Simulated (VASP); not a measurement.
# YN (Fm-3m) in VASP: settings compared, part 2 of 2

VASP 6.6.1. The steps go on from the part before.

## 3. Band structure, HSE06

File POSCAR:

```
YN                                      
1.0
   -0.0000000000      2.4434190361      2.4434190361
    2.4434190361     -0.0000000000      2.4434190361
    2.4434190361      2.4434190361     -0.0000000000
  Y               N             
     1     1
Direct
     0.0000000000000000    0.0000000000000000    0.0000000000000000
     0.5000000000000000    0.5000000000000000    0.5000000000000000
```

File INCAR.step1:

```
SYSTEM = YN
ALGO = Normal ; EDIFF = 1E-5
ENCUT = 520 ; GGA = PE
ISIF = 2 ; ISMEAR = 0
KPAR = 4 ; LASPH = .True.
LCHARG = .False. ; LMAXMIX = 4
LREAL = .False. ; LWAVE = .True.
NBANDS = 15 ; NELM = 80
PREC = Accurate ; SIGMA = 0.02
```

File INCAR.step2:

```
SYSTEM = YN
ALGO = Normal ; EDIFF = 1E-6
ENCUT = 520 ; GGA = PE
HFSCREEN = 0.2 ; ISIF = 2
ISMEAR = 0 ; ISTART = 1
KPAR = 4 ; LASPH = .True.
LCHARG = .False. ; LHFCALC = .True.
LMAXMIX = 4 ; LREAL = .False.
LWAVE = .False. ; NBANDS = 15
NELM = 80 ; PREC = Accurate
PRECFOCK = Fast ; SIGMA = 0.02
```

File KPOINTS:

```
k-points
0
Gamma
  8 8 8
  0 0 0
```

File KPOINTS_OPT:

```
path GXWKGLUWLK,UX
8
line-mode
reciprocal
 0.0000000000  0.0000000000  0.0000000000  G
 0.5000000000  0.0000000000  0.5000000000  X

 0.5000000000  0.0000000000  0.5000000000  X
 0.5000000000  0.2500000000  0.7500000000  W

 0.5000000000  0.2500000000  0.7500000000  W
 0.3750000000  0.3750000000  0.7500000000  K

 0.3750000000  0.3750000000  0.7500000000  K
 0.0000000000  0.0000000000  0.0000000000  G

 0.0000000000  0.0000000000  0.0000000000  G
 0.5000000000  0.5000000000  0.5000000000  L

 0.5000000000  0.5000000000  0.5000000000  L
 0.6250000000  0.2500000000  0.6250000000  U

 0.6250000000  0.2500000000  0.6250000000  U
 0.5000000000  0.2500000000  0.7500000000  W

 0.5000000000  0.2500000000  0.7500000000  W
 0.5000000000  0.5000000000  0.5000000000  L

 0.5000000000  0.5000000000  0.5000000000  L
 0.3750000000  0.3750000000  0.7500000000  K

 0.6250000000  0.2500000000  0.6250000000  U
 0.5000000000  0.0000000000  0.5000000000  X
```

Potentials or basis: VASP PAW PBE potentials, release 64 (Y_sv, N).

On the command line:

```sh
cat potpaw_PBE.64/Y_sv/POTCAR potpaw_PBE.64/N/POTCAR > POTCAR
cp INCAR.step1 INCAR
mpirun -np 4 vasp_std > vasp.out
cp INCAR.step2 INCAR
mpirun -np 4 vasp_std > vasp.out
```

OUTCAR:

```text
SYSTEM = YN
   EDIFF = 1E-6
   ENCUT = 520
   GGA = PE
   HFSCREEN = 0.2
   ISIF = 2
   ISMEAR = 0
   ISTART = 1
   LASPH = .True.
   LHFCALC = .True.
   LREAL = .False.
   NELM = 80
   PREC = Accurate
   PRECFOCK = Fast

 ion  position               nearest neighbor table
   1  0.000  0.000  0.000-   2 2.44   2 2.44   2 2.44   2 2.44   2 2.44   2 2.44
   2  0.500  0.500  0.500-   1 2.44   1 2.44   1 2.44   1 2.44   1 2.44   1 2.44

  LATTYP: Found a face centered cubic cell.
[... 631 lines left out ...]
 [... further k-points ...]

------------------------ aborting loop because EDIFF is reached ----------------------------------------

  FORCE on cell =-STRESS in cart. coord.  units (eV):
  Direction    XX          YY          ZZ          XY          YZ          ZX
  --------------------------------------------------------------------------------------
  -------------------------------------------------------------------------------------
  Total       -0.1651469     -0.1651469     -0.1651469      0.0000000      0.0000000     -0.0000000
  in kB       -9.0689543     -9.0689543     -9.0689543      0.0000000      0.0000000     -0.0000000
  external PRESSURE =      -9.0689543 kB  Pullay stress =       0.0000000 kB

 VOLUME and BASIS-vectors are now :
 -----------------------------------------------------------------------------
  energy-cutoff  :      520.00
  volume of cell :       29.18
      direct lattice vectors                 reciprocal lattice vectors
     0.000000000  2.443419036  2.443419036    -0.204631294  0.204631294  0.204631294
     2.443419036  0.000000000  2.443419036     0.204631294 -0.204631294  0.204631294
     2.443419036  2.443419036  0.000000000     0.204631294  0.204631294 -0.204631294

 POSITION                                       TOTAL-FORCE (eV/Angst)
 -----------------------------------------------------------------------------------
      0.00000      0.00000      0.00000         0.000000     -0.000000      0.000000
      2.44342      2.44342      2.44342        -0.000000      0.000000     -0.000000
 -----------------------------------------------------------------------------------
    total drift:                                0.000000      0.000001      0.000001

  FREE ENERGIE OF THE ION-ELECTRON SYSTEM (eV)
  ---------------------------------------------------
  free  energy   TOTEN  =       -21.3345979517 eV

  energy  without entropy=      -21.3345979517  energy(sigma->0) =      -21.33459795
```

OUTCAR.step1:

```text
SYSTEM = YN
   EDIFF = 1E-5
   ENCUT = 520
   GGA = PE
   ISIF = 2
   ISMEAR = 0
[... 656 lines left out ...]
      0.00000      0.00000      0.00000         0.000000      0.000000      0.000000
      2.44342      2.44342      2.44342        -0.000000     -0.000000     -0.000000
 -----------------------------------------------------------------------------------
    total drift:                                0.000000      0.000000      0.000000

  FREE ENERGIE OF THE ION-ELECTRON SYSTEM (eV)
  ---------------------------------------------------
  free  energy   TOTEN  =       -18.2252697804 eV

  energy  without entropy=      -18.2252697804  energy(sigma->0) =      -18.22526978
```

Wall time 63 min (4 MPI ranks of Intel Xeon Platinum 8259CL at 2.50GHz (Skylake/Cascade Lake), shared host); peak memory 0.35 GiB.

What came out:

```
Free energy             : -21.3346 eV
Pressure                : -0.9 GPa
Band gap on the k mesh  : 1.10 eV, indirect (least direct gap 1.57 eV)
Band gap along the path : 1.10 eV, indirect (least direct gap 1.57 eV)
```

Levels at the corners of the path, in eV from the valence-band top:
```csv
point,band 4,band 5,band 6,band 7,band 8,band 9,band 10,band 11,band 12,band 13
Γ,-21.85,-14.42,0.00,0.00,0.00,4.34,4.34,4.34,5.30,6.34
X,-22.20,-13.92,-1.78,-0.46,-0.46,1.10,8.22,8.69,9.50,9.50
X,-22.20,-13.92,-1.78,-0.46,-0.46,1.10,8.22,8.69,9.50,9.50
W,-22.31,-13.35,-2.39,-1.73,-1.73,5.24,5.24,8.77,9.51,10.31
W,-22.31,-13.35,-2.39,-1.73,-1.73,5.24,5.24,8.77,9.51,10.31
K,-22.10,-13.39,-2.40,-1.84,-1.45,3.53,7.73,8.56,9.21,10.22
K,-22.10,-13.39,-2.40,-1.84,-1.45,3.53,7.73,8.56,9.21,10.22
Γ,-21.85,-14.42,0.00,0.00,0.00,4.34,4.34,4.34,5.30,6.34
Γ,-21.85,-14.42,0.00,0.00,0.00,4.34,4.34,4.34,5.30,6.34
L,-21.93,-12.41,-4.51,-2.47,-2.47,7.19,7.81,7.89,7.89,11.94
L,-21.93,-12.41,-4.51,-2.47,-2.47,7.19,7.81,7.89,7.89,11.94
U,-22.10,-13.39,-2.40,-1.84,-1.45,3.53,7.73,8.56,9.21,10.22
U,-22.10,-13.39,-2.40,-1.84,-1.45,3.53,7.73,8.56,9.21,10.22
W,-22.31,-13.35,-2.39,-1.73,-1.73,5.24,5.24,8.77,9.51,10.31
W,-22.31,-13.35,-2.39,-1.73,-1.73,5.24,5.24,8.77,9.51,10.31
L,-21.93,-12.41,-4.51,-2.47,-2.47,7.19,7.81,7.89,7.89,11.94
L,-21.93,-12.41,-4.51,-2.47,-2.47,7.19,7.81,7.89,7.89,11.94
K,-22.10,-13.39,-2.40,-1.84,-1.45,3.53,7.73,8.56,9.21,10.22
U,-22.10,-13.39,-2.40,-1.84,-1.45,3.53,7.73,8.56,9.21,10.22
X,-22.20,-13.92,-1.78,-0.46,-0.46,1.10,8.22,8.69,9.50,9.50
```

Caveat: the PAW data sets were made with another functional, which shifts forces and pressure a little.
